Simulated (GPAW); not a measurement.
Write an ASE script for GPAW 26.7.0 that does the following.

```yaml
Task: relaxation of cell and atoms
Functional: PBEsol
Dispersion: D4
Potentials_or_basis: PAW data sets generated in the run's folder for this functional
Cutoff: 800 eV
Basis: pw
k_mesh: 10 × 10 × 10
Occupations: fermi-dirac, width 0.05 eV
Spin: no spin polarisation
Maxiter: 150
Optimizer: BFGS
Fmax: 0.02 eV/Å
Max_steps: 60
Convergence: density=1e-05 forces=0.0001
```

ZrC:

```
Zr C
1.0
     0.00000    2.36500    2.36500
     2.36500    0.00000    2.36500
     2.36500    2.36500    0.00000
Zr C
1 1
Direct
  0.50000 0.50000 0.50000
  0.00000 0.00000 0.00000
```

These files were run (other wordings do the same):

run.py

```python
from ase import Atoms
from ase.calculators.mixing import SumCalculator
from ase.filters import FrechetCellFilter
from ase.io import write
from ase.optimize import BFGS
from dftd4.ase import DFTD4
from gpaw import GPAW, PW, setup_paths

setup_paths.insert(0, '.')

atoms = Atoms(['Zr', 'C'],
              cell=[[0.0, 2.365, 2.365],
                    [2.365, 0.0, 2.365],
                    [2.365, 2.365, 0.0]],
              scaled_positions=[[0.5, 0.5, 0.5],
                                [0.0, 0.0, 0.0]],
              pbc=True)

calc = GPAW(mode=PW(800),
            xc='PBEsol',
            kpts={'size': (10, 10, 10), 'gamma': True},
            occupations={'name': 'fermi-dirac', 'width': 0.05},
            nbands=18,
            convergence={'density': 1e-05, 'forces': 0.0001},
            maxiter=150,
            txt='gpaw.txt')
atoms.calc = SumCalculator([calc, DFTD4(method='pbesol')])
opt = BFGS(FrechetCellFilter(atoms), trajectory='relax.traj', logfile='-')
done = opt.run(fmax=0.02, steps=60)
calc.write('gs.gpw')
write('result.traj', atoms)
print('Converged:', done)
print('Cell:', atoms.cell.cellpar().round(4))
print('Volume:', round(atoms.get_volume(), 4))
print(atoms.get_scaled_positions().round(5))
```

Potentials or basis: PAW data sets generated in the run's folder for this functional, pw.

Launch:

```sh
$ gpaw-setup -f PBEsol C Zr
$ OMP_NUM_THREADS=1 python run.py
```

Results of the run:

```json
{
 "Relaxed volume": "12.57 Å³/atom",
 "Relaxed cell": "a = 3.288 Å, b = 3.288 Å, c = 3.288 Å, α = 60.00°, β = 60.00°, γ = 60.00°",
 "Space group after relaxing (to 0.05 Å)": "Fm-3m (No. 225)",
 "Energy gained by relaxing": "23.2 meV/atom",
 "Ionic steps": "4",
 "Pressure after relaxing": "0.0 GPa",
 "Band gap on the k mesh": "none (metal or under the smearing width)",
 "Dispersion energy per atom": "-0.149 eV"
}
```

Caveat: later steps reuse the first step's grids; pairwise dispersion overbinds metals, which lowers pressure and volume.

It took 3.4 min on 1 thread of Intel(R) Xeon(R) Platinum 8488C (Sapphire Rapids) (shared host), peak memory 0.37 GiB.
